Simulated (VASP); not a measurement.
The system is MnF2.

```
Mn F
1.0
     4.87380    0.00000    0.00000
     0.00000    4.87380    0.00000
     0.00000    0.00000    3.31070
Mn F
2 4
Direct
  0.50000 0.50000 0.50000
  0.00000 0.00000 0.00000
  0.80530 0.19470 0.50000
  0.69470 0.69470 0.00000
  0.19470 0.80530 0.50000
  0.30530 0.30530 0.00000
```

```yaml
Program: VASP 6.6.1
Task: relaxation of cell and atoms
Functional: LDA
Potentials_or_basis: VASP PAW LDA potentials, release 64 (Mn_pv, F)
Cutoff: 600 eV
k_mesh: 5 × 5 × 6
Occupations: fermi-dirac, width 0.05 eV
Spin: collinear spin, ferromagnetic start
Starting_moments: "[4.0, 4.0, 0.0, 0.0, 0.0, 0.0] μB"
```

At the start: pressure -5.7 GPa; volume 13.11 Å³/atom.

**Question.** Where does the relaxation end?

**Answer.** Over 8 steps the energy falls by 14.0 meV/atom and the volume is 12.36 Å³/atom (-5.7 %); space group P4_2/mnm (No. 136, to 0.05 Å); moment 10.00 μB per cell.

The path:
```tsv
step	energy change (eV)	largest force (eV/Å)	pressure (GPa)	volume (Å³)
1	0.0000	0.0426	-5.75	78.64
2	-0.0788	0.0676	1.43	73.41
3	-0.0830	0.0450	0.03	74.31
4	-0.0830	0.0429	-0.16	74.40
5	-0.0836	0.0239	-0.13	74.34
6	-0.0840	0.0075	-0.09	74.25
7	-0.0841	0.0033	0.04	74.15
8	-0.0841	0.0043	-0.01	74.18
```

Final structure:
```yaml
crystal:
  lattice:
    - [4.77591, 0.00000, 0.00000]
    - [0.00000, 4.77591, 0.00000]
    - [0.00000, 0.00000, 3.25198]
  atoms:
    - { symbol: Mn, position: [0.50000, 0.50000, 0.50000] }
    - { symbol: Mn, position: [0.00000, 0.00000, 0.00000] }
    - { symbol: F, position: [0.80479, 0.19521, 0.50000] }
    - { symbol: F, position: [0.69521, 0.69521, 0.00000] }
    - { symbol: F, position: [0.19521, 0.80479, 0.50000] }
    - { symbol: F, position: [0.30479, 0.30479, 0.00000] }
```

Caveat: only a ferromagnetic start was run, and an antiferromagnetic order may lie lower in energy.
